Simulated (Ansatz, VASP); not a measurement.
**Ca: VASP beside Ansatz**

```
Ca
1.0
     7.89131    0.00000    0.00000
     3.94566    6.83408    0.00000
     0.00000    0.00000   18.44323
Ca
13
Cartesian
  1.9728 1.1390 1.0000
  5.9185 1.1390 1.0000
  3.9457 4.5561 1.0000
  7.8913 4.5561 1.0000
  -0.0049 2.2792 4.0520
  3.9528 2.2450 4.1095
  1.9451 5.7142 4.0958
  5.9489 5.7074 4.1164
  -0.0031 -0.0180 7.1334
  3.9583 -0.0025 7.5259
  1.9811 3.4249 7.1152
  5.8867 3.4349 7.1748
  3.8159 4.5860 10.0767
```

Alike in both runs: functional PBEsol; k mesh 2 × 2 × 1; occupations fermi-dirac, width 0.05 eV; no spin polarisation.

Ansatz relaxed the structure, and its values are those at the end. VASP's run is a single point on that final structure, the one shown.

|  | VASP | Ansatz |
| --- | --- | --- |
| version | VASP 6.6.1 | Ansatz 0.2.0 |
| potentials or method | VASP PAW PBE potentials, release 64 (Ca_sv) | scalar-relativistic, plane waves, PAW |
| plane-wave cutoff (eV) | 520 | 420 |
| valence electrons in the cell | 130 | 130 |

Ansatz gave:

```
rms of the force components (eV/Å) : 0.011
```

Q: Estimate VASP's values.

A: rms of the force components (eV/Å): 0.012.

Caveats: the k mesh is coarse (spacing up to 0.46 Å⁻¹), so the values aren't converged; the PAW data sets were made with another functional, which shifts forces and pressure a little (VASP).
